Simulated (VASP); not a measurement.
Crystal: ZnO (zincite).

```
Zn O
1.0
     3.24931    0.00000    0.00000
    -1.62465    2.81398    0.00000
     0.00000    0.00000    5.20571
Zn O
2 2
Direct
  0.66667 0.33333 0.00000
  0.33333 0.66667 0.50000
  0.33333 0.66667 0.87901
  0.66667 0.33333 0.37901
```

Base run:

* Program: VASP 6.6.1
* Functional: r2SCAN
* Potentials or basis: VASP PAW PBE potentials, release 64 (Zn, O)
* Cutoff: 520 eV
* k mesh: 10 × 10 × 6
* Occupations: gaussian, width 0.02 eV
* Spin: no spin polarisation

Its results: band gap on the k mesh 1.23 eV, direct.

Q: The run is repeated on the same cell with these changes: functional from r2SCAN to TB-mBJ. What comes out?

A: Band gap on the k mesh 2.58 eV, direct.
